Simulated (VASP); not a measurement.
# Ag (P6_3/mmc) in VASP: a series of runs, part 2 of 2

VASP 6.6.1. The steps go on from the part before.

**3. Single point, PBEsol**

This run uses another cell than the first one, of 17.39 Å³/atom, 1.040 times its volume.

File INCAR:

```
SYSTEM = Ag
ALGO = Normal ; EDIFF = 1E-7
ENCUT = 520 ; GGA = PS
ISIF = 2 ; ISMEAR = -1
LASPH = .TRUE. ; LCHARG = .TRUE.
LELF = .TRUE. ; LREAL = .FALSE.
LVHAR = .TRUE. ; LWAVE = .FALSE.
NBANDS = 18 ; NELM = 80
PREC = Accurate ; SIGMA = 0.1
```

File KPOINTS:

```
k-points
0
G
  14 14 8
  0 0 0
```

File POSCAR:

```
Ag
1.0
    2.9145904470      0.0000000000      0.0000000000
   -1.4572952235      2.5241093688      0.0000000000
    0.0000000000      0.0000000000      4.7264248930
Ag
2
Direct
    0.3333333333      0.6666666667      0.2500000000
    0.6666666667      0.3333333333      0.7500000000
```

Potentials or basis: VASP PAW PBE potentials, release 64 (Ag).

On the command line:

```console
cat potpaw_PBE.64/Ag/POTCAR > POTCAR
mpirun -np 1 vasp_std > vasp.out
```

OUTCAR:

```text
SYSTEM = Ag
   EDIFF = 1E-7
   ENCUT = 520
   GGA = PS
   ISIF = 2
   ISMEAR = -1
   LASPH = .TRUE.
   LREAL = .FALSE.
   NELM = 80
   PREC = Accurate

 ion  position               nearest neighbor table
   1  0.333  0.667  0.250-   2 2.90   2 2.90   2 2.90   2 2.90   2 2.90   2 2.90
   2  0.667  0.333  0.750-   1 2.90   1 2.90   1 2.90   1 2.90   1 2.90   1 2.90

  LATTYP: Found a hexagonal cell.
 ALAT       =     2.9145904470
 C/A-ratio  =     1.6216428960

  Lattice vectors:

 A1 = (   2.9145904470,   0.0000000000,   0.0000000000)
 A2 = (  -1.4572952235,   2.5241093688,   0.0000000000)
 A3 = (   0.0000000000,   0.0000000000,   4.7264248930)

Analysis of symmetry for initial positions (statically):
=====================================================================
 Subroutine PRICEL returns:
 Original cell was already a primitive cell.

 Routine SETGRP: Setting up the symmetry group for a
 hexagonal supercell.

 Subroutine GETGRP returns: Found 24 space group operations
 (whereof 12 operations were pure point group operations)
 out of a pool of 24 trial point group operations.

The static configuration has the point symmetry D_3d.
 The point group associated with its full space group is D_6h.

Analysis of symmetry for dynamics (positions and initial velocities):
=====================================================================
 Subroutine PRICEL returns:
 Original cell was already a primitive cell.

 Routine SETGRP: Setting up the symmetry group for a
 hexagonal supercell.

 Subroutine GETGRP returns: Found 24 space group operations
 (whereof 12 operations were pure point group operations)
 out of a pool of 24 trial point group operations.

The dynamic configuration has the point symmetry D_3d.
 The point group associated with its full space group is D_6h.

 Subroutine INISYM returns: Found 24 space group operations
 (whereof 12 operations are pure point group operations),
 and found     1 'primitive' translations

----------------------------------------------------------------------------------------

                                     Primitive cell

  volume of cell :      34.7711

  direct lattice vectors                    reciprocal lattice vectors
     2.914590447  0.000000000  0.000000000     0.343101378  0.198089673  0.000000000
    -1.457295224  2.524109369  0.000000000     0.000000000  0.396179346  0.000000000
     0.000000000  0.000000000  4.726424893     0.000000000  0.000000000  0.211576408

  length of vectors
     2.914590447  2.914590447  4.726424893     0.396179346  0.396179346  0.211576408

  position of ions in fractional coordinates (direct lattice)
     0.333333333  0.666666667  0.250000000
     0.666666667  0.333333333  0.750000000

  ion indices of the primitive-cell ions
   primitive index   ion index
                 1           1
                 2           2

----------------------------------------------------------------------------------------

 KPOINTS: k-points

Automatic generation of k-mesh.
 Grid dimensions read from file:
 generate k-points for:   14   14    8

 Generating k-lattice:

  Cartesian coordinates                     Fractional coordinates (reciprocal lattice)
     0.024507241  0.014149262  0.000000000     0.071428571  0.000000000  0.000000000
     0.000000000  0.028298525  0.000000000     0.000000000  0.071428571  0.000000000
     0.000000000  0.000000000  0.026447051     0.000000000  0.000000000  0.125000000

  Length of vectors
     0.028298525  0.028298525  0.026447051

  Shift w.r.t. Gamma in fractional coordinates (k-lattice)
     0.000000000  0.000000000  0.000000000

 Subroutine IBZKPT returns following result:
 ===========================================

 Found    120 irreducible k-points:

 Following reciprocal coordinates:
            Coordinates               Weight
  0.000000  0.000000  0.000000      1.000000
  0.071429  0.000000  0.000000      6.000000
  0.142857  0.000000  0.000000      6.000000
  0.214286 -0.000000  0.000000      6.000000
  0.285714  0.000000  0.000000      6.000000
  0.357143  0.000000  0.000000      6.000000
[... 16 lines left out ...]
  0.285714  0.285714  0.000000      6.000000
  0.357143  0.285714  0.000000      6.000000
 [... further k-points ...]
   k-points           NKPTS =    120   k-points in BZ     NKDIM =    120   number of bands    NBANDS=     18
   number of dos      NEDOS =    301   number of ions     NIONS =      2
   total plane-waves  NPLWV =  20736
   dimension x,y,z NGX =    24 NGY =   24 NGZ =   36
   dimension x,y,z NGXF=    48 NGYF=   48 NGZF=   72
   ions per type =               2
   NGX,Y,Z   is equivalent  to a cutoff of  13.69, 13.69, 12.66 a.u.
   NGXF,Y,Z  is equivalent  to a cutoff of  27.38, 27.38, 25.33 a.u.
 SYSTEM =  Ag
   PREC   = accura    normal or accurate (medium, high low for compatibility)
   ISTART =      0    job   : 0-new  1-cont  2-samecut
   ICHARG =      2    charge: 1-file 2-atom 10-const
   ISPIN  =      1    spin polarized calculation?
   LNONCOLLINEAR =      F non collinear calculations
   LSORBIT =      F    spin-orbit coupling
   LASPH  =      T    aspherical Exc in radial PAW
   ENCUT  =  520.0 eV  38.22 Ry    6.18 a.u.   5.42  5.42  8.79*2*pi/ulx,y,z
   NELM   =     80;   NELMIN=  2; NELMDL= -5     # of ELM steps
   EDIFF  = 0.1E-06   stopping-criterion for ELM
   LREAL  =      F    real-space projection
   EDIFFG = 0.1E-05   stopping-criterion for IOM
   NSW    =      0    number of steps for IOM
   IBRION =     -1    ionic relax: 0-MD 1-quasi-New 2-CG
   NFREE  =      0    steps in history (QN), initial steepest desc. (CG)
   ISIF   =      2    stress and relaxation
   ISYM   =      2    0-nonsym 1-usesym 2-fastsym
   POTIM  = 0.5000    time-step for ionic-motion
   TEBEG  =    0.0;   TEEND  =   0.0 temperature during run
   PSTRESS=    0.0 pullay stress
   NELECT =      22.0000    total number of electrons
   NUPDOWN=      -1.0000    fix difference up-down
   EMIN   =  10.00;   EMAX   =-10.00  energy-range for DOS
   EFERMI =   0.00;   METHOD = LEGACY
   ISMEAR =    -1;   SIGMA  =   0.10  broadening in eV -4-tet -1-fermi 0-gaus
   EFERMI_NEDOS =   21; number of points for ismear=-14 and -15
   IALGO  =     38    algorithm
   IMIX   =      4    mixing-type and parameters
     AMIX     =   0.40;   BMIX     =  1.00
     AMIX_MAG =   1.60;   BMIX_MAG =  1.00
  volume/ion in A,a.u.               =      17.39       117.32
  Fermi-wavevector in a.u.,A,eV,Ry     =   1.405431  2.655880 26.874726  1.975237
  Thomas-Fermi vector in A             =   2.527893
   LORBIT       =      0    0 simple, 1 ext, 2 COOP (PROOUT), +10 PAW based schemes
   GGA     = PS    functional components
   LHFCALC =     F    Hartree Fock is set to
   AEXX    =    0.0000 exact exchange contribution
   IVDW    =     0    specifies the selected vdW correction
   LEPSILON=     F    determine dielectric tensor
   LRPA    =     F    only Hartree local field effects (RPA)
 non-spin polarized calculation
  energy-cutoff  :      520.00
  volume of cell :       34.77
 maximum number of plane-waves:       966
 NGX is ok and might be reduce to    24
   NGX = 11   NGY = 11   NGZ = 17

 number of electron      22.0000010 magnetization

 Free energy of the ion-electron system (eV)
  ---------------------------------------------------
  ext. energy  EPLUGINS =         0.00000000
  ---------------------------------------------------
  free energy    TOTEN  =        -6.59293851 eV

  energy without entropy =       -6.57371945  energy(sigma->0) =       -6.58332898

 E-fermi :   7.9130     XC(G=0): -12.2948

 val. band max:        7.8817909862   @ k =   0.4286   0.0714   0.2500
 cond. band min:       8.0016691427   @ k =   0.4286  -0.0000   0.5000
 fundamental gap:      0.1198781565
 Fermi energy:         7.9130470516

 k-point     1 :       0.0000    0.0000    0.0000
  band No.  band energies     occupation
      1       0.2766      2.00000
      2       1.7000      2.00000
      3       3.2901      2.00000
      4       3.3566      2.00000
      5       3.3566      2.00000
      6       3.5953      2.00000
[... 10 lines left out ...]
     17      25.8421      0.00000
     18      25.8421      0.00000
[... 463 lines left out ...]
 k-point    24 :       0.3571    0.2857    0.0000
  band No.  band energies     occupation
      1       2.1506      2.00000
      2       2.5922      2.00000
      3       2.6561      2.00000
      4       3.1293      2.00000
      5       3.2309      2.00000
      6       3.3562      2.00000
[... 10 lines left out ...]
     17      18.4123      0.00000
     18      19.3776      0.00000

 [... further k-points ...]

------------------------ aborting loop because EDIFF is reached ----------------------------------------

  FORCE on cell =-STRESS in cart. coord.  units (eV):
  Direction    XX          YY          ZZ          XY          YZ          ZX
  --------------------------------------------------------------------------------------
  -------------------------------------------------------------------------------------
  Total       -0.9877823     -0.9877823     -0.8509619      0.0000000      0.0000000      0.0000000
  in kB      -45.5148748    -45.5148749    -39.2104866      0.0000000      0.0000000      0.0000000
  external PRESSURE =     -43.4134121 kB  Pullay stress =       0.0000000 kB

 VOLUME and BASIS-vectors are now :
 -----------------------------------------------------------------------------
  energy-cutoff  :      520.00
  volume of cell :       34.77
      direct lattice vectors                 reciprocal lattice vectors
     2.914590447  0.000000000  0.000000000     0.343101378  0.198089673  0.000000000
    -1.457295224  2.524109369  0.000000000     0.000000000  0.396179346  0.000000000
     0.000000000  0.000000000  4.726424893     0.000000000  0.000000000  0.211576408

 POSITION                                       TOTAL-FORCE (eV/Angst)
 -----------------------------------------------------------------------------------
     -0.00000      1.68274      1.18161         0.000000      0.000000      0.000000
      1.45730      0.84137      3.54482        -0.000000      0.000000      0.000000
 -----------------------------------------------------------------------------------
    total drift:                               -0.000000      0.000000     -0.000000

  FREE ENERGIE OF THE ION-ELECTRON SYSTEM (eV)
  ---------------------------------------------------
  free  energy   TOTEN  =        -6.5929385107 eV

  energy  without entropy=       -6.5737194503  energy(sigma->0) =       -6.58332898
```

OSZICAR:

```text
N       E                     dE             d eps       ncg     rms          rms(c)
DAV:   1     0.122738962578E+03    0.12274E+03   -0.11729E+04  4320   0.121E+03
DAV:   2    -0.523380852835E+01   -0.12797E+03   -0.12163E+03  4474   0.266E+02
DAV:   3    -0.726669001553E+01   -0.20329E+01   -0.20258E+01  4992   0.378E+01
DAV:   4    -0.727280412095E+01   -0.61141E-02   -0.61134E-02  4782   0.203E+00
DAV:   5    -0.727285326815E+01   -0.49147E-04   -0.49148E-04  4738   0.194E-01    0.749E+00
DAV:   6    -0.661737802454E+01    0.65548E+00   -0.16557E+00  4476   0.138E+01    0.454E+00
DAV:   7    -0.660032127972E+01    0.17057E-01   -0.15732E-02  4694   0.115E+00    0.260E+00
DAV:   8    -0.659291916776E+01    0.74021E-02   -0.90512E-04  4502   0.264E-01    0.116E-01
DAV:   9    -0.659293336945E+01   -0.14202E-04   -0.19708E-05  5040   0.328E-02    0.225E-02
DAV:  10    -0.659293871540E+01   -0.53459E-05   -0.33303E-06  4658   0.179E-02    0.365E-03
DAV:  11    -0.659293855992E+01    0.15549E-06   -0.83478E-08  3512   0.238E-03    0.705E-04
DAV:  12    -0.659293851067E+01    0.49243E-07   -0.12084E-08  2340   0.867E-04
   1 F= -.65929385E+01 E0= -.65833290E+01  d E =-.192191E-01
```

Wall time 48 s (1 thread of Intel Xeon Platinum 8259CL at 2.50GHz (Skylake/Cascade Lake), shared host); peak memory 0.19 GiB.

Results:

| Item | Value |
| --- | --- |
| Free energy | -6.5929 eV |
| Pressure | -4.3 GPa |
| Band gap on the k mesh | none (metal or under the smearing width) |

Levels at points of the mesh, in eV from the Fermi level:
```csv
k point,band 9,band 10,band 11,band 12,band 13,band 14
"(0.00, 0.00, 0.00)",-4.01,-2.99,-2.99,-0.30,3.61,15.56
"(0.50, 0.00, 0.00)",-2.80,-2.74,0.11,1.50,6.85,7.11
"(0.00, 0.00, 0.50)",-3.30,-3.30,-3.30,-3.30,11.17,11.17
"(0.50, 0.00, 0.50)",-2.80,-2.80,0.77,0.77,4.49,4.49
```

Caveat: the PAW data sets were made with another functional, which shifts forces and pressure a little.

**4. Single point, PBEsol**

File INCAR:

```
SYSTEM = Ag
  PREC = Accurate
  ENCUT = 520
  EDIFF = 1E-6
  ISMEAR = -1
  SIGMA = 0.1
  LREAL = .FALSE.
  LASPH = .TRUE.
  NELM = 60
  ALGO = Normal
  ISIF = 2
  LWAVE = .FALSE.
  LCHARG = .FALSE.
  GGA = PS
  NBANDS = 18
```

File KPOINTS:

```
regular mesh
0
G
  14 14 8
  0 0 0
```

File POSCAR:

```
Ag
1.0
    2.8767343382      0.0000000000      0.0000000000
   -1.4383671691      2.4913250168      0.0000000000
    0.0000000000      0.0000000000      4.6650358030
Ag
2
Direct
    0.3333333333      0.6666666667      0.2500000000
    0.6666666667      0.3333333333      0.7500000000
```

On the command line:

```console
cat potpaw_PBE.64/Ag/POTCAR > POTCAR
mpirun -np 1 vasp_std > vasp.out
```

It took 48 s on 1 thread of Intel Xeon Platinum 8259CL at 2.50GHz (Skylake/Cascade Lake), shared host; peak memory 0.19 GiB.

The run converged. Its results:

| Item | Value |
| --- | --- |
| Free energy | -6.6122 eV |
| Pressure | -0.3 GPa |
| Band gap on the k mesh | none (metal or under the smearing width) |

Stress tensor (GPa, compression positive):
```
-0.56  0.00  0.00
 0.00 -0.56  0.00
 0.00  0.00  0.28
```

Levels at points of the mesh, in eV from the Fermi level:
```tsv
k point	band 8	band 9	band 10	band 11	band 12	band 13	band 14	band 15
(0.00, 0.00, 0.00)	-4.10	-4.10	-3.02	-3.02	-0.40	3.84	15.67	17.81
(0.50, 0.00, 0.00)	-2.90	-2.80	-2.74	0.11	1.60	7.04	7.29	9.64
(0.00, 0.00, 0.50)	-4.55	-3.34	-3.34	-3.34	-3.34	11.48	11.48	16.05
(0.50, 0.00, 0.50)	-3.08	-2.80	-2.80	0.73	0.73	4.72	4.72	13.74
```

Caveat: the PAW data sets were made with another functional, which shifts forces and pressure a little.

**5. Overview**

```tsv
cell	k mesh	gap on the mesh (eV)	pressure (GPa)
P6_3/mmc, 16.72 Å³/atom	21 × 21 × 11	none	-0.5
P6_3/mmc, 17.39 Å³/atom	14 × 14 × 8	none	-4.3
P6_3/mmc, 16.72 Å³/atom	14 × 14 × 8	none	-0.3
```

Alike in all rows: task single point; level PBEsol; potentials or basis VASP PAW PBE potentials, release 64 (Ag); no spin polarisation; cutoff (eV) 520; smearing fermi-dirac 0.1 eV.

Every run on the cell as given and a fine mesh finds a metal.

Caveats: the PAW data sets were made with another functional, which shifts forces and pressure a little.

Absolute energies hang on the potentials; compare differences alone.
